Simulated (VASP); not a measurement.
A run of VASP 6.6.1 is set up as follows.

INCAR

```
SYSTEM = GaSe
PREC = Accurate
ENCUT = 600
EDIFF = 1E-6
ISMEAR = 0
SIGMA = 0.03
LREAL = .FALSE.
LASPH = .TRUE.
NELM = 80
ALGO = Normal
ISIF = 3
LWAVE = .FALSE.
LCHARG = .FALSE.
GGA = PS
IBRION = 2
NSW = 90
EDIFFG = -0.01
KPAR = 2
```

File KPOINTS:

```
Automatic mesh
0
G
  12 12 2
  0 0 0
```

POSCAR

```
GaSe
1.0
    3.7420000000      0.0000000000      0.0000000000
   -1.8710000000      3.2406670610      0.0000000000
    0.0000000000      0.0000000000     15.9190000000
Ga Se
4 4
Direct
    0.3333333333      0.6666666667      0.1770000000
    0.6666666667      0.3333333333      0.6770000000
    0.3333333333      0.6666666667      0.3230000000
    0.6666666667      0.3333333333      0.8230000000
    0.3333333333      0.6666666667      0.6000000000
    0.6666666667      0.3333333333      0.1000000000
    0.3333333333      0.6666666667      0.9000000000
    0.6666666667      0.3333333333      0.4000000000
```

Potentials or basis: VASP PAW PBE potentials, release 64 (Ga_d, Se).

Run with:

```sh
$ cat potpaw_PBE.64/Ga_d/POTCAR potpaw_PBE.64/Se/POTCAR > POTCAR
$ mpirun -np 2 vasp_std > vasp.out
```

**Question.** Predict the relaxed cell.

**Answer.** a = 3.746 Å, b = 3.746 Å, c = 16.401 Å, α = 90.00°, β = 90.00°, γ = 120.00°.

**Question.** Predict the band gap on the k mesh.

**Answer.** 1.05 eV, direct.

Forces in eV/Å, atoms in the order of the input:
```
Ga   0.000  0.000  0.000
Ga   0.000  0.000  0.000
Ga   0.000  0.000  0.000
Ga   0.000  0.000  0.000
Se   0.000  0.000  0.007
Se   0.000  0.000  0.007
Se   0.000  0.000 -0.007
Se   0.000  0.000 -0.007
```

Caveat: the PAW data sets were made with another functional, which shifts forces and pressure a little. Zero-point motion and thermal expansion aren't in these numbers.
